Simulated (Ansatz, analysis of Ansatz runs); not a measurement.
**Reproducing a measured charge-transition level: Cu on a Zn site in ZnO**

Subject: Cu on a Zn site in ZnO. Wanted: its charge-transition level, in one set-up (r2SCAN, 72-site cell, r2SCAN lattice, 500 eV, k: the single point 1/4 1/4 1/4 then 2x2x2 shifted 0.5 0.5 0.5). The model is a cell of 72 host atoms with 1 Zn taken out and 1 Cu put in. The level is the Fermi energy at which two charge states have equal formation energy, after a correction for the images of the charge. A meta-GGA costs about twice a GGA and mends lattice constants and part of the gap.

What was measured. (0/-1) level above the valence-band top: 3.2 eV (“Acceptors in ZnO”, 2015, McCluskey et al.).

Calculated with Ansatz 0.2.0; plane-wave PAW DFT, r2SCAN; relaxation of all atoms of a defect supercell.

## 1. Set-up

The cell holds 72 atoms: 35 Zn, 36 O and 1 Cu. Its edges and angles: a = 9.706 Å, b = 9.706 Å, c = 10.422 Å, α = 90.0°, β = 90.0°, γ = 120.0°. It derives from ZnO (space group P6_3mc). Nearest the centre at fractional (0.556, 0.444, 0.500): Cu38 at 0.00 Å, O60 at 1.97 Å, O28 at 1.97 Å, O36 at 1.97 Å, O39 at 1.98 Å, Zn57 at 3.21 Å, Zn61 at 3.21 Å, Zn25 at 3.21 Å.

The host's primitive cell comes from a first run (plane-wave PAW DFT, r2SCAN; relaxation of the host's cell and atoms): vectors of 3.235, 3.235 and 5.211 Å. That is 11.81 Å³ an atom, 0.8 % under the diffraction cell's volume. The supercell is built on it.

## 2. Relaxation, charge 0

Every later number rests on the structure around the defect, so the atoms are relaxed at the host's lattice first.

relax0/input.yaml reads:

```yaml
relax:
  f_tol: 0.02
  max_steps: 80
  random_displacement: { amplitude: 0.05, seed: 791 }
crystal:
  lattice:
    - [9.70585877, 0.0, 0.0]
    - [-4.85292939, 8.40552026, 0.0]
    - [0.0, 0.0, 10.42205781]
  atoms:
    - { symbol: Zn, position: [0.111111111, 0.222222222, 0.249833671] }
    - { symbol: Zn, position: [0.222222222, 0.111111111, -0.000166329] }
    - { symbol: O, position: [0.222222222, 0.111111111, 0.189671329] }
    - { symbol: O, position: [0.111111111, 0.222222222, 0.439671329] }
    - { symbol: Zn, position: [0.111111111, 0.222222222, 0.749833671] }
    - { symbol: Zn, position: [0.222222222, 0.111111111, 0.499833671] }
    - { symbol: O, position: [0.222222222, 0.111111111, 0.689671329] }
    - { symbol: O, position: [0.111111111, 0.222222222, 0.939671329] }
    - { symbol: Zn, position: [0.111111111, 0.555555556, 0.249833671] }
    - { symbol: Zn, position: [0.222222222, 0.444444444, -0.000166329] }
    - { symbol: O, position: [0.222222222, 0.444444444, 0.189671329] }
    - { symbol: O, position: [0.111111111, 0.555555556, 0.439671329] }
    - { symbol: Zn, position: [0.111111111, 0.555555556, 0.749833671] }
    - { symbol: Zn, position: [0.222222222, 0.444444444, 0.499833671] }
    - { symbol: O, position: [0.222222222, 0.444444444, 0.689671329] }
    - { symbol: O, position: [0.111111111, 0.555555556, 0.939671329] }
    - { symbol: Zn, position: [0.111111111, 0.888888889, 0.249833671] }
    - { symbol: Zn, position: [0.222222222, 0.777777778, -0.000166329] }
    - { symbol: O, position: [0.222222222, 0.777777778, 0.189671329] }
    - { symbol: O, position: [0.111111111, 0.888888889, 0.439671329] }
    - { symbol: Zn, position: [0.111111111, 0.888888889, 0.749833671] }
    - { symbol: Zn, position: [0.222222222, 0.777777778, 0.499833671] }
    - { symbol: O, position: [0.222222222, 0.777777778, 0.689671329] }
    - { symbol: O, position: [0.111111111, 0.888888889, 0.939671329] }
    - { symbol: Zn, position: [0.444444444, 0.222222222, 0.249833671] }
    - { symbol: Zn, position: [0.555555556, 0.111111111, -0.000166329] }
    - { symbol: O, position: [0.555555556, 0.111111111, 0.189671329] }
    - { symbol: O, position: [0.444444444, 0.222222222, 0.439671329] }
    - { symbol: Zn, position: [0.444444444, 0.222222222, 0.749833671] }
    - { symbol: Zn, position: [0.555555556, 0.111111111, 0.499833671] }
    - { symbol: O, position: [0.555555556, 0.111111111, 0.689671329] }
    - { symbol: O, position: [0.444444444, 0.222222222, 0.939671329] }
    - { symbol: Zn, position: [0.444444444, 0.555555556, 0.249833671] }
    - { symbol: Zn, position: [0.555555556, 0.444444444, -0.000166329] }
    - { symbol: O, position: [0.555555556, 0.444444444, 0.189671329] }
    - { symbol: O, position: [0.444444444, 0.555555556, 0.439671329] }
    - { symbol: Zn, position: [0.444444444, 0.555555556, 0.749833671] }
    - { symbol: Cu, position: [0.555555556, 0.444444444, 0.499833671], spin: 1.0 }
    - { symbol: O, position: [0.555555556, 0.444444444, 0.689671329] }
    - { symbol: O, position: [0.444444444, 0.555555556, 0.939671329] }
    - { symbol: Zn, position: [0.444444444, 0.888888889, 0.249833671] }
    - { symbol: Zn, position: [0.555555556, 0.777777778, -0.000166329] }
    - { symbol: O, position: [0.555555556, 0.777777778, 0.189671329] }
    - { symbol: O, position: [0.444444444, 0.888888889, 0.439671329] }
    - { symbol: Zn, position: [0.444444444, 0.888888889, 0.749833671] }
    - { symbol: Zn, position: [0.555555556, 0.777777778, 0.499833671] }
    - { symbol: O, position: [0.555555556, 0.777777778, 0.689671329] }
    - { symbol: O, position: [0.444444444, 0.888888889, 0.939671329] }
    - { symbol: Zn, position: [0.777777778, 0.222222222, 0.249833671] }
    - { symbol: Zn, position: [0.888888889, 0.111111111, -0.000166329] }
    - { symbol: O, position: [0.888888889, 0.111111111, 0.189671329] }
    - { symbol: O, position: [0.777777778, 0.222222222, 0.439671329] }
    - { symbol: Zn, position: [0.777777778, 0.222222222, 0.749833671] }
    - { symbol: Zn, position: [0.888888889, 0.111111111, 0.499833671] }
    - { symbol: O, position: [0.888888889, 0.111111111, 0.689671329] }
    - { symbol: O, position: [0.777777778, 0.222222222, 0.939671329] }
    - { symbol: Zn, position: [0.777777778, 0.555555556, 0.249833671] }
    - { symbol: Zn, position: [0.888888889, 0.444444444, -0.000166329] }
    - { symbol: O, position: [0.888888889, 0.444444444, 0.189671329] }
    - { symbol: O, position: [0.777777778, 0.555555556, 0.439671329] }
    - { symbol: Zn, position: [0.777777778, 0.555555556, 0.749833671] }
    - { symbol: Zn, position: [0.888888889, 0.444444444, 0.499833671] }
    - { symbol: O, position: [0.888888889, 0.444444444, 0.689671329] }
    - { symbol: O, position: [0.777777778, 0.555555556, 0.939671329] }
    - { symbol: Zn, position: [0.777777778, 0.888888889, 0.249833671] }
    - { symbol: Zn, position: [0.888888889, 0.777777778, -0.000166329] }
    - { symbol: O, position: [0.888888889, 0.777777778, 0.189671329] }
    - { symbol: O, position: [0.777777778, 0.888888889, 0.439671329] }
    - { symbol: Zn, position: [0.777777778, 0.888888889, 0.749833671] }
    - { symbol: Zn, position: [0.888888889, 0.777777778, 0.499833671] }
    - { symbol: O, position: [0.888888889, 0.777777778, 0.689671329] }
    - { symbol: O, position: [0.777777778, 0.888888889, 0.939671329] }
  host:
    repeats: [3, 3, 2]
    atoms:
      - { symbol: Zn, position: [0.333333333, 0.666666667, 0.499667343] }
      - { symbol: Zn, position: [0.666666667, 0.333333333, -0.000332657] }
      - { symbol: O, position: [0.666666667, 0.333333333, 0.379342657] }
      - { symbol: O, position: [0.333333333, 0.666666667, 0.879342657] }
basis:
  ecutwfc: 500
  xc_grid: 2
hamiltonian:
  xc: r2scan
kpoints:
  mp_grid: { grid: [1, 1, 1], shift: [0.25, 0.25, 0.25] }
magnetization:
  spin_polarized: true
  initial_magnetization: 1
  spin_locking: { lock_magnetization: hard }
scf:
  occupations: { method: fermi_dirac, width: 0.01 }
  max_iter: 120
output:
  forces: true
  charged_corrections:
    epsilon: [5.31, 5.31, 5.35]
    static_epsilon: [10.16, 10.16, 11.06]
    defect_position: [0.555556, 0.444444, 0.499834]
checkpoint:
  write: "../relax0.run"
  compress: false
  write_wavefunctions: true
  write_every: 100000
```

The run is started by

```
$ ansatz run input.yaml --threads 4 --pin off --max-ram 7536MiB --backend cpu --events-out ev --progress --plain --runs-dir out
```

Numbers of over 12 decimals in the logs are rounded to 6 here.

Log:

```text
[... repeated set-up lines and file paths are left out, and long positions are rounded to six places ...]
Warning: This run holds its total moment fixed (magnetization.spin_locking.lock_magnetization: hard) and mixes its density by anderson or broyden (scf.mixing.algorithm, typed or taken by auto). [...]
Engine: ansatz 0.2.0, aarch64-unknown-linux-gnu
Pseudopotentials: kind: paw
Pseudopotential: Zn, paw, valence charge 12, recommended cutoff 500 eV (meta_gga), Zn.paw.azcp
Pseudopotential: O, paw, valence charge 6, recommended cutoff 500 eV (meta_gga), O.paw.azcp
Pseudopotential: Cu, paw, valence charge 19, recommended cutoff 500 eV (meta_gga), Cu.paw.azcp
Functional definition: r2SCAN
  parameter k0 = 0.174
  parameter k1 = 0.065
  parameter a1 = 4.9479
  exchange = r2scan_x(k0 = k0, k1 = k1, a1 = a1)
  correlation = r2scan_c
Crystal: 72 atoms, lattice volume = 850.261 Å³
Basis set: ecut = 500 eV, 21585 PW (Γ), exchange–correlation on 144×144×160 points (8 copies of the dense FFT grid, shifted against one another)
Bands: 400, of which v1, the nominal top of the filled ones, is band 328 counted from 1 (327 counted from 0)
Symmetry: 1 space group operations
k-points: 1
Non-local potential: Zn, projectors of the file, l = 0: 2, l = 1: 2, l = 2: 3, l = 3: 1
Non-local potential: O, projectors of the file, l = 0: 2, l = 1: 2, l = 2: 1
Non-local potential: Cu, projectors of the file, l = 0: 3, l = 1: 2, l = 2: 3, l = 3: 1
PAW form: soft (Blöchl's): semilocal exchange-correlation on the pseudo side does not see the compensation charge
PAW frozen core: Zn, regenerated for the run's functional (the file was generated under x = pbe(κ = 0.804, μ = 0.219515), c = pbe(β = 0.066725))
PAW frozen core: O, regenerated for the run's functional (the file was generated under x = pbe(κ = 0.804, μ = 0.219515), c = pbe(β = 0.066725))
PAW frozen core: Cu, regenerated for the run's functional (the file was generated under x = pbe(κ = 0.804, μ = 0.219515), c = pbe(β = 0.066725))
PAW one-centre angular grid: Zn, 590 points (default); XC on 261 of its mesh's 2673 points in the sphere
PAW one-centre angular grid: O, 302 points (default); XC on 160 Gauss nodes
PAW one-centre angular grid: Cu, 590 points (default); XC on 160 Gauss nodes
Initial density: superposition of atomic densities (chi_scale 0.1, normalization cell, long waves kept (reshape's long-wave potential 0.09 eV rms))
Starting moments: Σ|m| = 1 μB on 1 of 72 sites
Initial wavefunctions: pseudopotential atomic-orbital guess
Functional: x = r2scan, c = r2scan; τ floored in thin density (d = 2e-4 eV/Å³)
SCF iter   1: F=—  HF=-143535.707709 eV  |F-HF|=—  |Δ(HF+E_count)|=         —  Δρ=5.69e-2 (↑5.62e-2 ↓5.69e-2)  dr2=5.71e1  dr2_τ=4.21e-1  dr2_m=3.20e-1  M=1.000 μB ∫|m|=1.024 μB  β_m=1.20  ethr=3.10e-3  ⟨swp⟩=5.0  Hψ=2686  notcnv=0  defer=22
preconditioner: auto → Resta (q_TF=auto, 2.612 Å⁻¹)  ε∞=5.8  [insulator: Δε(μ)=0.065 eV  Ē_g=14.765 eV  σ=0.010 eV  W_gap=0.93  n_scr=242 (ndim 8)  ℏωp=32.4 eV  f_vac=0.000  D(μ)=7.19/eV (n_scr^D=22)  ε∞_Penn≈5.8]
spin=Collinear: Resta preconditioning applied to the charge; magnetization (m = ρ↑ − ρ↓) channel mixes plain (no charge-response kernel on spin).
SCF iter   2: F=—  HF=-143522.685918 eV  |F-HF|=—  |Δ(HF+E_count)|=    1.30e1  Δρ=3.20e-2 (↑3.17e-2 ↓3.20e-2)  dr2=2.01e1  dr2_τ=8.93e-2  dr2_m=4.31e-2  M=1.000 μB ∫|m|=1.122 μB  β_m=1.20  ethr=3.10e-3  ⟨swp⟩=2.0  Hψ=1548  notcnv=0  defer=132  κ⁻¹=1.0e0(r=1)
SCF iter   3: F=—  HF=-143520.249491 eV  |F-HF|=—  |Δ(HF+E_count)|=    2.44e0  Δρ=1.00e-2 (↑1.00e-2 ↓9.90e-3)  dr2=2.53e0  dr2_τ=1.86e-2  dr2_m=1.15e-1  M=1.000 μB ∫|m|=1.134 μB  β_m=1.20  ethr=3.07e-3  ⟨swp⟩=2.0  Hψ=1441  notcnv=0  defer=132  κ⁻¹=7.0e-2(r=2)
SCF iter   4: F=—  HF=-143519.556939 eV  |F-HF|=—  |Δ(HF+E_count)|=   6.93e-1  Δρ=5.32e-3 (↑5.03e-3 ↓5.32e-3)  dr2=7.64e-1  dr2_τ=8.81e-3  dr2_m=1.16e-2  M=1.000 μB ∫|m|=1.122 μB  β_m=1.20  ethr=3.87e-4  ⟨swp⟩=2.0  Hψ=1588  notcnv=0  defer=132  κ⁻¹=2.0e-2(r=3)
SCF iter   5: F=—  HF=-143519.589286 eV  |F-HF|=—  |Δ(HF+E_count)|=   3.23e-2  Δρ=3.17e-3 (↑3.15e-3 ↓3.17e-3)  dr2=1.65e-1  dr2_τ=1.76e-3  dr2_m=3.04e-4  M=1.000 μB ∫|m|=1.116 μB  β_m=1.20  ethr=1.17e-4  ⟨swp⟩=2.0  Hψ=1296  notcnv=0  defer=132  κ⁻¹=2.1e-3(r=4)
SCF iter   6: F=—  HF=-143519.731781 eV  |F-HF|=—  |Δ(HF+E_count)|=   1.42e-1  Δρ=2.23e-3 (↑2.14e-3 ↓2.23e-3)  dr2=6.86e-2  dr2_τ=5.63e-4  dr2_m=3.37e-4  M=1.000 μB ∫|m|=1.113 μB  β_m=1.20  ethr=2.51e-5  ⟨swp⟩=2.0  Hψ=1178  notcnv=0  defer=132  κ⁻¹=1.4e-3(r=5)
SCF iter   7: F=—  HF=-143519.742177 eV  |F-HF|=—  |Δ(HF+E_count)|=   1.04e-2  Δρ=9.60e-4 (↑8.93e-4 ↓9.60e-4)  dr2=1.64e-2  dr2_τ=1.33e-4  dr2_m=1.29e-4  M=1.000 μB ∫|m|=1.116 μB  β_m=1.20  ethr=1.05e-5  ⟨swp⟩=3.0  Hψ=1589  notcnv=0  defer=132  κ⁻¹=9.5e-5(r=6)
SCF iter   8: F=—  HF=-143519.732338 eV  |F-HF|=—  |Δ(HF+E_count)|=   9.84e-3  Δρ=4.27e-4 (↑3.65e-4 ↓4.27e-4)  dr2=3.32e-3  dr2_τ=2.53e-5  dr2_m=3.79e-5  M=1.000 μB ∫|m|=1.117 μB  β_m=1.20  ethr=2.51e-6  ⟨swp⟩=2.0  Hψ=1121  notcnv=0  defer=132  κ⁻¹=2.7e-5(r=7)
[...]
relax step   5: F+E_penalty+E_count = -143520.82199892 eV  Δ(F+E_penalty+E_count) = +1.812e-2 eV  max|allowed force component| = 5.351e-1 eV/Å  Δτ_max = 0.0620 Å  (12 SCF iters, dr2 threshold 3.12e-6 eV, rejected (line search))
relax step   6: F+E_penalty+E_count = -143520.84914742 eV  Δ(F+E_penalty+E_count) = -9.027e-3 eV  max|allowed force component| = 4.914e-2 eV/Å  Δτ_max = 0.0208 Å  (12 SCF iters, accepted)
relax step   7: F+E_penalty+E_count = -143520.84980791 eV  Δ(F+E_penalty+E_count) = -6.605e-4 eV  max|allowed force component| = 3.193e-2 eV/Å  Δτ_max = 0.0042 Å  (12 SCF iters, accepted)
relax step   8: F+E_penalty+E_count = -143520.84937039 eV  Δ(F+E_penalty+E_count) = +4.375e-4 eV  max|allowed force component| = 8.448e-2 eV/Å  Δτ_max = 0.0202 Å  (14 SCF iters, rejected (line search))
[...]
relax step   9: F+E_penalty+E_count = -143520.85033841 eV  Δ(F+E_penalty+E_count) = -5.305e-4 eV  max|allowed force component| = 1.117e-2 eV/Å  Δτ_max = 0.0098 Å  (13 SCF iters, accepted)
NSCF: frozen V_eff on 1 k-points
the band table was solved once a step of the walk had ended and its energy, with any forces and stress, was formed, with the checks that follow a solve (2710 applications of the Hamiltonian). They found nothing against the state; [...]
iter 1 solved again at ethr=3.43e-12 eV; its pass at ethr=3.10e-3 eV (dr2=2.25e-8 eV) is discarded
SCF iter   1: F=—  HF=-143520.850338 eV  |F-HF|=—  |Δ(HF+E_count)|=         —  Δρ=1.53e-6 (↑1.26e-6 ↓1.53e-6)  dr2=2.24e-8  dr2_τ=2.37e-10  dr2_m=3.22e-10  M=1.000 μB ∫|m|=1.102 μB  β_m=1.20  ethr=3.43e-12  ⟨swp⟩=3.0  Hψ=2860  notcnv=0
SCF iter   2: F=-143520.850338 eV  HF=-143520.850338 eV  |F-HF|=3.62e-8  |Δ(HF+E_count)|=   2.93e-8  Δρ=1.34e-6 (↑1.04e-6 ↓1.34e-6)  dr2=1.57e-8  dr2_τ=1.56e-10  dr2_m=2.56e-10  M=1.000 μB ∫|m|=1.102 μB  ethr=3.41e-12  ⟨swp⟩=3.0  Hψ=1795  notcnv=0
SCF 10 converged in 2 iterations: F = -143520.850338 eV  dr2 = 1.57e-8
NSCF: frozen V_eff on 1 k-points
the band table was solved once a step of the walk had ended and its energy, with any forces and stress, was formed, with the checks that follow a solve (2213 applications of the Hamiltonian). They found nothing against the state; [...]
SCF converged after 2 iterations
Stability not checked: this state was not tested for a lower state beside it, because the mixer in use, unlike msr1, does not test its closes by its own steps (another_mixer; see scf.mixing.algorithm and scf.lower_state_search)
Magnetization: 1.0000 μB (328.0000 up, 327.0000 down)
Absolute magnetization: 1.1004 μB (∫|ρ↑−ρ↓|, with the PAW one-centre terms)
Spin contamination: 0.0022 ħ² per cell (⟨S²⟩ above its minimum at these occupations)
Per-site moments (μB) at R_I (Å): [(3.46132277652719e-5, 0.812151), (8.90179562113918e-5, 0.812204), (0.00019285, 0.812214), [... 69 left out ...]
Free energy (F): -143520.850338 eV
Harris-Foulkes:  -143520.850338 eV  (|F-HF|=3.62e-8)
Internal energy: -143520.850338 eV  (E = F + TS)
E sigma→0 (E₀):  -143520.850338 eV
Fermi energy:    7.649390 (↑ 8.300598, ↓ 7.649390) eV
--- Per-component energies (eV) ---
  E_band       = 334.660988
  E_kinetic    = 11191.929313
  E_local      = -75801.449784  (includes V_loc(G=0)·N_el)
  E_nonlocal   = 23935.502699
  E_hartree    = 31422.633299
  E_xc         = -7028.610510
  E_vxc        = -5753.056489  (∫ρ·V_xc dr)
  E_paw        = -72340.777103  (= ΣΔE_a)
  E_vpaw       = -16433.906689  (= ΣTr[D̂ρ^β])
  E_aug_tail   = 0.033679  (compensation charges beyond the density's cutoff)
  E_vtau       = 350.340616  (kinetic-family band-sum trace: ∫τ·v_τ [+ j·A + Jᵃ·Aᵃ] dr)
  E_ewald      = -54892.269295
  E_core_change = -7.842636  (= ΣΔE_core)
  E_smearing   = -0.000000  (= −TS)
  E_closure    = -0.000000  (closes the sum)
  Σ components = -143520.850338   (vs F -143520.850338, Δ=0.00e0)
--- Forces (eV/Å), atoms counted from 1 ---
  atom   1  Zn     0.00143930     0.00122888    -0.00250024
  atom   2  Zn     0.00089865    -0.00072657    -0.00281847
  [... 22 atoms left out ...]
  atom  25  Zn     0.00040131    -0.00092753    -0.00546833
  [... 2 atoms left out ...]
  atom  28  O      0.00275515    -0.00207641    -0.00746285
  atom  29  Zn     0.00114037    -0.00080647    -0.00398568
  [... 3 atoms left out ...]
  atom  33  Zn     0.00097948     0.00102493     0.00042105
  [... 2 atoms left out ...]
  atom  36  O     -0.00725515     0.00457851    -0.00283777
  [... 1 atom left out ...]
  atom  38  Cu     0.00343357    -0.00188360     0.00754680
  atom  39  O     -0.00354347     0.00285658    -0.00522035
  [... 17 atoms left out ...]
  atom  57  Zn     0.00149466    -0.00025552    -0.00577455
  [... 2 atoms left out ...]
  atom  60  O      0.00494771     0.00014734    -0.00646024
  atom  61  Zn    -0.00030787    -0.00075589    -0.00416955
  [... 11 atoms left out ...]
  max |Σ_I F_I| component: 2.60e-1 eV/Å
--- Band table (eV) ---
  k-point 0 ↑: bands = ["-109.1702", "-66.0138", "-64.4994", "-64.3960", [... 392 left out ...] "17.8865", "17.8937", "17.9056", "17.9423"]
  k-point 0 ↓: bands = ["-107.9286", "-63.9308", "-63.7259", "-63.6986", [... 392 left out ...] "17.8882", "17.8963", "17.9144", "17.9468"]
--- Relaxed structure (9 steps of the walk, 7 accepted, 0 SCFs on fresh bases) ---
  F+E_penalty+E_count = -143520.85033841 eV   max|allowed force component| = 1.117e-2 eV/Å
  atoms:
    - { symbol: Zn, position: [0.110769, 0.221807, 0.250016] }
    - { symbol: Zn, position: [0.222387, 0.110967, -0.000393] }
    [... 22 atoms left out ...]
    - { symbol: Zn, position: [0.444320, 0.221984, 0.249550] }
    [... 2 atoms left out ...]
    - { symbol: O, position: [0.442660, 0.220022, 0.438295] }
    - { symbol: Zn, position: [0.443810, 0.223700, 0.749081] }
    [... 3 atoms left out ...]
    - { symbol: Zn, position: [0.445581, 0.554318, 0.249808] }
    [... 2 atoms left out ...]
    - { symbol: O, position: [0.446746, 0.553043, 0.441754] }
    [... 1 atom left out ...]
    - { symbol: Cu, position: [0.553790, 0.446030, 0.498795] }
    - { symbol: O, position: [0.554207, 0.446072, 0.691613] }
    [... 17 atoms left out ...]
    - { symbol: Zn, position: [0.778111, 0.555717, 0.249681] }
    [... 2 atoms left out ...]
    - { symbol: O, position: [0.780162, 0.557298, 0.438403] }
    - { symbol: Zn, position: [0.776566, 0.556310, 0.749104] }
    [... 11 atoms left out ...]
```

Elapsed: 14 min, on 4 threads of Arm Neoverse V2, shared host; peak memory 5.2 GiB.

Relaxation path:

```
step  energy less that of the first step (eV)  largest force component (eV/Å)
   1                                   0.0000                          1.0872
   2                                  -0.6826                          0.6591
   3                                  -0.8590                          1.9729
   4                                  -1.1043                          0.2234
   5                                  -1.0862                          0.5351
   6                                  -1.1133                          0.0491
   7                                  -1.1140                          0.0319
   8                                  -1.1136                          0.0845
   9                                  -1.1145                          0.0112
```

Relaxation steps 5, 8 were tried and not accepted.

The atoms that moved most (Å, from the sites as typed, ahead of the random displacement, the mean shift of all atoms taken out):

```
atom      dx      dy      dz  length
 O36   0.035  -0.022   0.019   0.045
Cu38  -0.024   0.013  -0.013   0.031
 O39  -0.021   0.013   0.018   0.030
 O28  -0.006  -0.019  -0.017   0.026
 O60   0.015   0.014  -0.016   0.026
Zn33   0.017  -0.011  -0.003   0.021
Zn29  -0.013   0.012  -0.010   0.020
Zn37  -0.012   0.007   0.014   0.020
```

Neighbours of Cu38 at the end:

```
atom  distance (Å)
 O36         1.895
 O28         2.002
 O60         2.004
 O39         2.010
Zn33         3.169
Zn46         3.204
Zn14         3.204
Zn25         3.209
Zn57         3.209
Zn29         3.209
Zn61         3.211
Zn37         3.220
 O35         3.230
 Zn6         3.234
Zn70         3.236
Zn30         3.256
```

Numbers from this step:

* free energy: -143520.8503 eV
* total moment: 1 μB
* integral of the absolute spin density: 1.100 μB
* spin contamination: 0.002214

[end of part 1 of 2]

[Logs are printed without paths, hosts, clocks, repeated set-up lines and the standing remarks that a program may print on its own settings, such as how far it seeks lower states.]

[Hosts, paths, dates, database ids (printed as entryN), source tags and the programs' standing remarks are cut or masked in the printed files.]

[For some hosts the program warned that the k-mesh of the response run may be too coarse for force constants and the static dielectric constant; such warnings are not shown here.]
